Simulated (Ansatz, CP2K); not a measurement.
# Ge: programs and potentials compared

```xyz
8
Lattice="4.0031 0.0000 0.0000 -2.0016 3.4668 0.0000 0.0000 0.0000 13.1567" Properties=species:S:1:pos:R:3 pbc="T T T"
Ge    0.0000    2.3112    2.0517
Ge    2.0016    1.1556   11.1050
Ge    2.0016    1.1556    8.6300
Ge    0.0000    2.3112    4.5267
Ge    0.0000    0.0000    1.2255
Ge    0.0000    0.0000   11.9312
Ge    0.0000    0.0000    7.8039
Ge    0.0000    0.0000    5.3528
```

This isn't the form of Ge at room conditions, which is diamond.

Alike in all runs: task band structure; functional LDA; k mesh 8 × 8 × 2; occupations fermi-dirac, width 0.05 eV; no spin polarisation; no spin-orbit coupling. LDA stands for any of its common fits. Pressure is positive in compression and, in plane waves, holds the error of the finite cutoff, which Ansatz's Pulay term estimates and takes out.

| program and potentials | plane-wave cutoff (eV) | notes | pressure (GPa) |
| --- | --- | --- | --- |
| Ansatz, Ansatz PAW | 420 | potentials made for PBE, which Ansatz adapts in part; 14 valence electrons an atom on average; Pulay term of +0.03 GPa included | -1.89 |
| Ansatz, all-electron LAPW, scalar-relativistic | - | - | -1.87 |
| CP2K, GTH_POTENTIALS Ge GTH-PADE-q4; TZVP-MOLOPT-PBE-GTH basis | - | atomic basis; 4 valence electrons an atom on average | -3.26 |

The pressure spans -3.26 (CP2K, GTH_POTENTIALS Ge GTH-PADE-q4; TZVP-MOLOPT-PBE-GTH basis) to -1.87 GPa (Ansatz, all-electron LAPW, scalar-relativistic), with all-electron results at -1.87. Rows in atomic bases carry the error of their basis and grid, which can be large.

Differences between rows come from potentials, basis sets and numerical settings, since the functional is the same but for its coding. Runs on potential files found faulty are left out.
